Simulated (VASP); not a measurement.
Pt:

```xyz
1
Lattice="-1.5571 1.5571 1.5571 1.5571 -1.5571 1.5571 1.5571 1.5571 -1.5571" Properties=species:S:1:pos:R:3 pbc="T T T"
Pt    0.0000    0.0000    0.0000
```

This isn't the form of Pt at room conditions, which is fcc.

| Quantity | Value |
| --- | --- |
| Program | VASP 6.6.1 |
| Task | relaxation of cell and atoms |
| Functional | r2SCAN |
| Potentials or basis | VASP PAW PBE potentials, release 64 (Pt) |
| Cutoff | 600 eV |
| k mesh | 18 × 18 × 18 |
| Occupations | gaussian, width 0.1 eV |
| Spin | no spin polarisation |

At the start: pressure 7.4 GPa; volume 15.10 Å³/atom.

Problem. How do energy, volume and symmetry change on relaxing?

Solution. Over 4 steps the energy falls by 9.1 meV/atom and the volume is 15.51 Å³/atom (+2.7 %); space group Im-3m (No. 229, to 0.05 Å).

The path:
```tsv
step	energy change (eV)	largest force (eV/Å)	pressure (GPa)	volume (Å³)
1	0.0000	0.0000	7.45	15.10
2	0.0535	0.0000	-15.60	16.69
3	-0.0091	0.0000	-0.19	15.52
4	-0.0091	0.0000	0.00	15.51
```

Final structure:
```
CELL_PARAMETERS angstrom
-1.57086 1.57086 1.57086
1.57086 -1.57086 1.57086
1.57086 1.57086 -1.57086
ATOMIC_POSITIONS crystal
Pt 0.00000 0.00000 0.00000
```

Caveat: the PAW data sets were made with another functional, which shifts forces and pressure a little.
